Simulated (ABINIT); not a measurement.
# CdO (Monteponite) (Fm-3m) in ABINIT: reference runs

How does CdO (Monteponite) come out in PBEsol? The cell is run as given.

All numbers are computed with ABINIT 10.8.3 (patched build); they aren't measurements. Logs are shortened: lines on timing, memory, paths and dates and some standing lists are left out, and cuts for length are marked. The log counts tension as positive stress, the text compression.

### Step 1. The crystal as given

It takes space group Fm-3m (No. 225, cubic). Conventional cell: a = 4.699 Å, b = 4.699 Å, c = 4.699 Å, α = 90.00°, β = 90.00°, γ = 90.00°. Around Cd (site symmetry m-3m) lie 6 O at 2.35 Å. O (site symmetry m-3m) has 6 Cd at 2.35 Å as nearest neighbours.

### Step 2. Single point, PBEsol

Contents of run.abi:

```
pp_dirpath "./"
pseudos "Cd.upf, O.upf"

acell 3.3226947648 3.3226947648 3.3226947648 Angstrom
rprim
     0.0000000000     0.7071067812     0.7071067812
     0.7071067812     0.0000000000     0.7071067812
     0.7071067812     0.7071067812     0.0000000000
ntypat 2
znucl 48 8
natom 2
typat 1 2
xred
     0.0000000000     0.0000000000     0.0000000000
     0.5000000000     0.5000000000     0.5000000000

ecut 51.0

kptopt 1
ngkpt 10 10 10
nshiftk 1
shiftk 0.0 0.0 0.0

ixc -116133

nband 17
occopt 3
tsmear 0.05 eV

nstep 100
tolvrs 1.0e-10

iomode 3
prtwf 0
prtden 0
prteig 0
prtebands 0
```

Potentials or basis: PseudoDojo NC SR PBEsol v0.4.1 standard.

Started as:

```console
$ mpirun --bind-to none -np 4 abinit run.abi > log 2>&1
```

run.abo:

```text
.Version 10.8.3 of ABINIT
 Symmetries : space group Fm -3 m (#225); Bravais cF (face-center cubic)
================================================================================
 Values of the parameters that define the memory need of the present run
     intxc =       0    ionmov =       0      iscf =       7    lmnmax =       6
     lnmax =       6     mgfft =      45  mpssoang =       3    mqgrid =    3001
     natom =       2  nloc_mem =       1    nspden =       1   nspinor =       1
    nsppol =       1      nsym =      48    n1xccc =    2501    ntypat =       2
    occopt =       3   xclevel =       2
       mpw =        3064          nfft =       91125          nkpt =          47
================================================================================
================================================================================

--------------------------------------------------------------------------------
------------- Echo of variables that govern the present computation ------------
--------------------------------------------------------------------------------
 -outvars: echo values of preprocessed input variables --------
            acell      6.2789831055E+00  6.2789831055E+00  6.2789831055E+00 Bohr
              amu      1.12411000E+02  1.59994000E+01
             ecut      5.10000000E+01 Hartree
              ixc     -116133
         kptrlatt       10    0    0      0   10    0      0    0   10
          kptrlen      6.27898311E+01
            natom           2
            nband          17
            ngfft          45      45      45
             nkpt          47
            nstep         100
             nsym          48
           ntypat           2
           occopt           3
           prtden           0
        prtebands           0
           prteig           0
            prtwf           0
            rprim      0.0000000000E+00  7.0710678120E-01  7.0710678120E-01
                       7.0710678120E-01  0.0000000000E+00  7.0710678120E-01
                       7.0710678120E-01  7.0710678120E-01  0.0000000000E+00
          spgroup         225
           tolvrs      1.00000000E-10
           tsmear      1.83746611E-03 Hartree
            typat      1  2
           xangst      0.0000000000E+00  0.0000000000E+00  0.0000000000E+00
                       2.3495000000E+00  2.3495000000E+00  2.3495000000E+00
            xcart      0.0000000000E+00  0.0000000000E+00  0.0000000000E+00
                       4.4399115329E+00  4.4399115329E+00  4.4399115329E+00
             xred      0.0000000000E+00  0.0000000000E+00  0.0000000000E+00
                       5.0000000000E-01  5.0000000000E-01  5.0000000000E-01
            znucl       48.00000    8.00000

================================================================================

 chkinp: Checking input parameters for consistency.

[... 89 lines left out ...]

 Integrated electronic density in atomic spheres:
 ------------------------------------------------
 Atom  Sphere_radius  Integrated_density
    1        2.00000         17.17307186
    2        2.00000          6.04989214
================================================================================

 ----iterations are completed or convergence reached----

 Mean square residual over all n,k,spin=   66.887E-08; max=  48.303E-05
 reduced coordinates (array xred) for    2 atoms
       0.000000000000      0.000000000000      0.000000000000
       0.500000000000      0.500000000000      0.500000000000
 rms dE/dt=  0.0000E+00; max dE/dt=  0.0000E+00; dE/dt below (all hartree)
    1       0.000000000000      0.000000000000      0.000000000000
    2       0.000000000000      0.000000000000      0.000000000000

 cartesian coordinates (angstrom) at end:
    1      0.00000000000000     0.00000000000000     0.00000000000000
    2      2.34950000004782     2.34950000004782     2.34950000004782

 cartesian forces (hartree/bohr) at end:
    1     -0.00000000000000    -0.00000000000000    -0.00000000000000
    2     -0.00000000000000    -0.00000000000000    -0.00000000000000
 frms,max,avg= 0.0000000E+00 0.0000000E+00   0.000E+00  0.000E+00  0.000E+00 h/b

 cartesian forces (eV/Angstrom) at end:
    1     -0.00000000000000    -0.00000000000000    -0.00000000000000
    2     -0.00000000000000    -0.00000000000000    -0.00000000000000
 frms,max,avg= 0.0000000E+00 0.0000000E+00   0.000E+00  0.000E+00  0.000E+00 e/A
 length scales=  6.278983105460  6.278983105460  6.278983105460 bohr
              =  3.322694764800  3.322694764800  3.322694764800 angstroms
 Fermi (or HOMO) energy (hartree) =   0.30258   Average Vxc (hartree)=  -0.45282
 Eigenvalues (hartree) for nkpt=  47  k points:
 kpt#   1, nband= 17, wtk=  0.00100, kpt=  0.0000  0.0000  0.0000 (reduced coord)
  -3.38973   -1.96062   -1.96062   -1.96062   -0.33838    0.05210    0.05210    0.05210
   0.06324    0.06324    0.24570    0.24570    0.24570    0.27832    0.82667    0.91755
   0.91755
      occupation numbers for kpt#   1
   2.00000    2.00000    2.00000    2.00000    2.00000    2.00000    2.00000    2.00000
   2.00000    2.00000    2.00000    2.00000    2.00000    2.00000    0.00000    0.00000
   0.00000
 prteigrs : prtvol=0 or 1, do not print more k-points.

--- !EnergyTerms
iteration_state     : {dtset: 1, }
comment             : Components of total free energy in Hartree
kinetic             :  7.25207076735032E+01
hartree             :  4.89751593337199E+01
xc                  : -2.81983702546161E+01
Ewald energy        : -1.27284954887099E+02
psp_core            :  4.38116167701912E+00
local_psp           : -1.63567708088086E+02
non_local_psp       :  1.48467803067132E+00
internal            : -1.91689326514888E+02
'-kT*entropy'       : -1.97569587712748E-05
total_energy        : -1.91689346271847E+02
total_energy_eV     : -5.21613284064281E+03
band_energy         : -1.73102025639684E+01
...

 Cartesian components of stress tensor (hartree/bohr^3)
  sigma(1 1)=  2.70108918E-05  sigma(3 2)=  0.00000000E+00
  sigma(2 2)=  2.70108918E-05  sigma(3 1)=  0.00000000E+00
  sigma(3 3)=  2.70108918E-05  sigma(2 1)=  0.00000000E+00

-Cartesian components of stress tensor (GPa)         [Pressure= -7.9469E-01 GPa]
- sigma(1 1)=  7.94687874E-01  sigma(3 2)=  0.00000000E+00
- sigma(2 2)=  7.94687874E-01  sigma(3 1)=  0.00000000E+00
- sigma(3 3)=  7.94687874E-01  sigma(2 1)=  0.00000000E+00

== END DATASET(S) ==============================================================
================================================================================

 -outvars: echo values of variables after computation  --------
            acell      6.2789831055E+00  6.2789831055E+00  6.2789831055E+00 Bohr
           etotal     -1.9168934627E+02
            fcart     -0.0000000000E+00 -0.0000000000E+00 -0.0000000000E+00
                      -0.0000000000E+00 -0.0000000000E+00 -0.0000000000E+00
            rprim      0.0000000000E+00  7.0710678120E-01  7.0710678120E-01
                       7.0710678120E-01  0.0000000000E+00  7.0710678120E-01
                       7.0710678120E-01  7.0710678120E-01  0.0000000000E+00
           strten      2.7010891840E-05  2.7010891840E-05  2.7010891840E-05
                       0.0000000000E+00  0.0000000000E+00  0.0000000000E+00
           xangst      0.0000000000E+00  0.0000000000E+00  0.0000000000E+00
                       2.3495000000E+00  2.3495000000E+00  2.3495000000E+00
             xred      0.0000000000E+00  0.0000000000E+00  0.0000000000E+00
                       5.0000000000E-01  5.0000000000E-01  5.0000000000E-01
 Calculation completed.
```

It took 19 s on 4 MPI ranks of Intel Xeon 6975P-C (Granite Rapids), shared host; peak memory 0.36 GiB.

Results:

```
Free energy                                           : -5216.1328 eV
Pressure                                              : -0.8 GPa
Band gap on the k mesh                                : none (metal or under the smearing width)
Valence electrons inside the program's atomic spheres : Cd 17.17; O 6.05
```

Caveat: this crystal is a semiconductor, whose small gap the functional closes, so the metal is an error of the method.
